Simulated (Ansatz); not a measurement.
**Sr: under pressure**

The task here is to estimate one member of a computed series from the others.

The COD cell was measured well above room temperature, so it is larger than a cold one.

Computed with Ansatz 0.2.0 (DFT PBEsol, scalar-relativistic, plane waves, PAW, unless a step's input says otherwise).

2 further runs of the same task are left out: 2 set aside as unsound or not needed.

## The starting structure

The structure is cubic, space group Im-3m (No. 229). Conventional cell: a = 4.670 Å, b = 4.670 Å, c = 4.670 Å, α = 90.00°, β = 90.00°, γ = 90.00°. Sr (site symmetry m-3m) is surrounded by 8 Sr at 4.04 Å.

Structure file:

```xyz
1
Lattice="-2.3350 2.3350 2.3350 2.3350 -2.3350 2.3350 2.3350 2.3350 -2.3350" Properties=species:S:1:pos:R:3 pbc="T T T"
Sr    0.0000    0.0000    0.0000
```

It is the result of an earlier relaxation at this level (volume 50.92 Å³/atom; gap on the mesh: none (metal)).

The first run:

Input file input.yaml:

```yaml
crystal:
  lattice:
    - [-2.3499642478, 2.3499642478, 2.3499642478]
    - [2.3499642478, -2.3499642478, 2.3499642478]
    - [2.3499642478, 2.3499642478, -2.3499642478]
  atoms:
    - { symbol: Sr, position: [0.0, 0.0, 0.0] }
basis:
  ecutwfc: 420
kpoints:
  mp_grid: { grid: [12, 12, 12] }
hamiltonian:
  xc: pbesol
scf:
  occupations: { method: gaussian, width: 0.1 }
output:
  forces: true
  stress: true
  eigenvalues: true
relax:
  adjacent_minimum: "off"
  f_tol: 0.008
  max_steps: 50
  cell: { stress_tol: 0.08, p_target: -2.0 }
```

Started as:

```console
$ ansatz run input.yaml --threads 1 --pin off --max-ram 2560MiB --backend cpu --events-out ev --progress --plain --runs-dir out
```

Among the steps run: Relaxing at -2 GPa; 2 GPa; Relaxing at 5 GPa; 10 GPa; 20 GPa; 40 GPa.

One table of the session follows, with a row left open; its other results are not shown here.

It belongs to the step «Volume, cell and gap against pressure». Lengths are those of the vectors of the cell that was run:

| P (GPa) | V (Å³/atom) | a (Å) | b (Å) | c (Å) | ΔH (eV/atom) |
| --- | --- | --- | --- | --- | --- |
| -2 | 65.69 | 4.403 | 4.403 | 4.403 | -0.706 |
| 0 | 50.92 | 4.044 | 4.044 | 4.044 | 0.000 |
| 2 | 44.84 | 3.877 | 3.877 | 3.877 | 0.594 |
| 5 | 39.23 | 3.707 | 3.707 | 3.707 | 1.376 |
| 10 | ? | ? | ? | ? | ? |
| 20 | 27.42 | 3.290 | 3.290 | 3.290 | 4.394 |
| 40 | 21.13 | 3.017 | 3.017 | 3.017 | 7.378 |

**Question.** Estimate the row for P (GPa) = 10.

Worked estimate for «V (Å³/atom)». A straight line through the neighbours (5, 39.23) and (20, 27.42) gives 39.23 + (27.42 − 39.23) × (10 − 5) / (20 − 5) = 35.29; a parabola fitted to 4 rows on both sides gives 35.10.

**Answer.** V (Å³/atom): 33.67; a (Å): 3.523; b (Å): 3.523; c (Å): 3.523; ΔH (eV/atom): 2.508. In «V (Å³/atom)» the line misses by +1.62 and the parabola by +1.43.

ΔH is E + PV over the energy at zero pressure; a, b and c are the vectors of the computed cell. 

To keep in mind: Other structures may take over in this range; these runs cannot find them.
